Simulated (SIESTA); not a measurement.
Crystal: HfO2.

```
CELL_PARAMETERS angstrom
0.00000 2.55750 2.55750
2.55750 0.00000 2.55750
2.55750 2.55750 0.00000
ATOMIC_POSITIONS crystal
Hf 0.00000 0.00000 0.00000
O 0.75000 0.75000 0.75000
O 0.25000 0.25000 0.25000
```

Measurements of this composition are mostly on another form, of space group No. 14.

Base run:

- Program: SIESTA 5.4.2
- Functional: PBE
- Potentials or basis: PseudoDojo 0.4 standard (PBE files)
- Basis: DZP (energy shift 0.003 Ry; two zetas on semicore shells)
- Grid cutoff: 800 Ry
- Energy shift: 0.003 Ry
- k mesh: 9 × 9 × 9
- Occupations: fermi-dirac, width 0.05 eV
- Spin: no spin polarisation
- Hubbard terms: Hf d U = 2 eV

Its results: band gap on the k mesh 4.06 eV, indirect (least direct gap 4.17 eV); pressure 4.9 GPa.

Task: The run is repeated on the same cell with these changes: hubbard terms from Hf d U = 2 eV to Hf d U = 8 eV. What comes out?

Result: Band gap on the k mesh 5.35 eV, indirect (least direct gap 5.60 eV); pressure 20.0 GPa.

Caveats: short orbitals over semicore shells can move pressures by several GPa; spin-orbit coupling is left out, which moves the levels of the heavy elements; an odd mesh through Γ misses points on the zone boundary, where band edges often lie; the basis of atomic orbitals isn't converged, which shifts pressures, moduli and gaps.
